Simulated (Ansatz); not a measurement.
**InSe: strain and displacement**

```yaml
crystal:
  lattice:
    - [2.00000, 1.15470, 8.31667]
    - [-2.00000, 1.15470, 8.31667]
    - [0.00000, -2.30940, 8.31667]
  atoms:
    - { symbol: In, position: [0.00000, 0.00000, 0.00000] }
    - { symbol: In, position: [0.11220, 0.11220, 0.11220] }
    - { symbol: Se, position: [0.61550, 0.61550, 0.61550] }
    - { symbol: Se, position: [0.83000, 0.83000, 0.83000] }
```

Atom numbers follow the list: In1, In2, Se3, Se4.

The cell is COD entry 1534648, which may be a prediction rather than a measurement; nothing was relaxed.

Spin–orbit coupling is left out, though it moves levels of the heavy atoms by tenths of an eV or more.

Method: DFT, PBEsol, all-electron LAPW, scalar-relativistic (Ansatz 0.2.0).

Settings: a Γ-centred 7×7×7 k mesh, Fermi–Dirac smearing of 0.01 eV, basis error target 1 meV/atom, no spin polarisation.

The unchanged cell is at 0.26 GPa.

x, y and z are the Cartesian axes of the cell as listed; fractional coordinates follow a strain, and an engineering shear is twice the off-diagonal strain component.

Problem. One change gave: energy change +1 meV/atom; stress change (xx, yy, zz, yz, xz, xy) 0.03, 0.00, 0.01, 0.38, 0.39, 0.35 GPa, compression positive; change of the force on Se4 (0.119, 0.075, 0.005) eV/Å. Which change was it?
A. equal xy, yz and zx engineering shear strains of +3 %
B. equal xy, yz and zx engineering shear strains of -1 %
C. equal xy, yz and zx engineering shear strains of -2 %
D. equal xy, yz and zx engineering shear strains of +1 %
E. equal xy, yz and zx engineering shear strains of -3 %
F. equal xy, yz and zx engineering shear strains of +2 %

Solution. B. For equal xy, yz and zx engineering shear strains of -2 %: energy change +4 meV/atom; stress change (xx, yy, zz, yz, xz, xy) 0.10, 0.04, 0.05, 0.76, 0.79, 0.72 GPa, compression positive; change of the force on Se4 (0.247, 0.154, 0.019) eV/Å. For equal xy, yz and zx engineering shear strains of +1 %: energy change under 1 meV/atom; stress change (xx, yy, zz, yz, xz, xy) 0.00, 0.03, 0.01, -0.37, -0.38, -0.35 GPa, compression positive; change of the force on Se4 (-0.112, -0.070, 0.005) eV/Å. For equal xy, yz and zx engineering shear strains of +3 %: energy change +9 meV/atom; stress change (xx, yy, zz, yz, xz, xy) 0.11, 0.19, 0.10, -1.08, -1.11, -1.02 GPa, compression positive; change of the force on Se4 (-0.317, -0.197, 0.040) eV/Å. For equal xy, yz and zx engineering shear strains of -3 %: energy change +9 meV/atom; stress change (xx, yy, zz, yz, xz, xy) 0.21, 0.12, 0.11, 1.15, 1.21, 1.09 GPa, compression positive; change of the force on Se4 (0.385, 0.239, 0.043) eV/Å. For equal xy, yz and zx engineering shear strains of +2 %: energy change +4 meV/atom; stress change (xx, yy, zz, yz, xz, xy) 0.04, 0.09, 0.05, -0.73, -0.75, -0.68 GPa, compression positive; change of the force on Se4 (-0.217, -0.135, 0.018) eV/Å.
